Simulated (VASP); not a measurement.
CsI, 2 atoms in the cell. It takes space group Pm-3m (No. 221, cubic). The conventional cell has a = 4.567 Å, b = 4.567 Å, c = 4.567 Å, α = 90.00°, β = 90.00°, γ = 90.00°. Cs (site symmetry m-3m) is surrounded by 8 I at 3.95 Å. I (site symmetry m-3m) is surrounded by 8 Cs at 3.95 Å. 

- Program: VASP 6.6.1
- Task: single point
- Functional: PBE
- Potentials or basis: VASP PAW PBE potentials, release 64 (Cs_sv, I)
- Cutoff: 520 eV
- k mesh: 4 × 4 × 4
- Occupations: fermi-dirac, width 0.04 eV
- Spin: no spin polarisation
- Dipole correction: no
- Further INCAR settings: ALGO = Fast; EDIFF = 1e-06; NBANDS = 15

Potentials or basis: VASP PAW PBE potentials, release 64 (Cs_sv, I).

Command:

```bash
$ cat potpaw_PBE.64/Cs_sv/POTCAR potpaw_PBE.64/I/POTCAR > POTCAR
$ mpirun -np 1 vasp_std > vasp.out
```

Hardware: 1 thread of Intel(R) Xeon(R) 6975P-C (Granite Rapids) (shared host).

**Question.** How long does it take, and how much memory?

**Answer.** It took 9.6 s on 1 thread of Intel(R) Xeon(R) 6975P-C (Granite Rapids), on a shared host, peak memory 0.2 GiB. Counts: scf iterations 12, k points 10.
